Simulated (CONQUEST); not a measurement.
**Os under changes of volume**

One of the cells (13.982 Å³/atom); the others are scaled copies at fixed shape and fractional positions:

```
Os
1.0
     2.73410    0.00000    0.00000
     0.00000    4.31970    0.00000
     0.00000    0.00000    4.73560
Os
4
Cartesian
  0.0000 3.2398 1.5785
  1.3671 3.2398 3.9463
  0.0000 1.0799 3.1571
  1.3671 1.0799 0.7893
```

| Quantity | Value |
| --- | --- |
| Program | CONQUEST 1.3 |
| Functional | PBE |
| Potentials or basis | PseudoDojo NC PBE, SZ, grid of 32 × 48 × 48 points |
| k mesh | 10 × 6 × 6 |
| Occupations | fermi-dirac, width 0.05 eV |
| Spin | no spin polarisation |

```csv
volume (Å³/atom),energy over the lowest point (meV/atom),pressure (GPa),largest force (eV/Å)
13.143,323.20,62.0,0.017
13.423,?,?,?
13.703,148.41,39.2,0.006
13.982,88.85,29.4,0.009
14.262,45.47,20.7,0.009
14.542,16.32,13.0,0.011
14.821,0.00,6.0,0.011
```

**Question.** What does the run at 13.423 Å³/atom give?

**Answer.** Energy over the lowest point 225.97 meV/atom; pressure 50.0 GPa; largest force 0.012 eV/Å.

Worked out: A Birch-Murnaghan fit of order 3 (a polynomial in V^(-2/3)) to the other rows has its minimum at 15.08 Å³/atom, just outside them, with B0 = V·E''(V) = 322 GPa and B' = 4.8 at fixed shape and positions, which overstates the stiffness. It gives 225.76 meV/atom at 13.423 Å³/atom, against the run's 225.97, and -dE/dV = 49.8 GPa, against 50.0.

Energies are extrapolated to zero smearing.

Caveats: the atomic basis is small; the basis of atomic orbitals isn't converged, which shifts pressures, moduli and gaps; the cell as given lies far from equilibrium (some runs).
